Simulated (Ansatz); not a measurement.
**PbO (Litharge): equation of state with PBE**

Crystal: PbO (Litharge).

```
Pb O
1.0
     3.99000    0.00000    0.00000
     0.00000    3.99000    0.00000
     0.00000    0.00000    5.01000
Pb O
2 2
Direct
  0.50000 0.00000 0.76000
  0.00000 0.50000 0.24000
  0.50000 0.50000 0.00000
  0.00000 0.00000 0.00000
```

* Program: Ansatz 0.2.0
* Task: equation of state
* Functional: PBE
* Potentials or basis: Ansatz PAW
* Cutoff: 420 eV
* Density cutoff: 1680 eV
* k mesh: 7 × 7 × 6
* Occupations: fermi-dirac, width 0.05 eV
* Spin: no spin polarisation

The equilibrium volume is 20.69 Å³/atom and the bulk modulus at fixed shape and positions is 74 GPa. The pressure derivative of the bulk modulus is 4.5.

Energy against volume, from the lowest point:
```tsv
volume (Å³/atom)	energy (meV/atom)
18.744	50.82
19.142	30.91
19.541	16.39
19.940	6.73
20.339	1.42
20.738	0.00
21.136	2.13
```

All runs of the series together: 18 s on 2 threads of Arm Neoverse V1, with other jobs on the host.

Caveat: the cell was scaled at fixed shape and fractional positions, which overstates the stiffness of a crystal with free parameters, most of all of layers and chains. Spin-orbit coupling is left out, which matters for the levels of Pb.
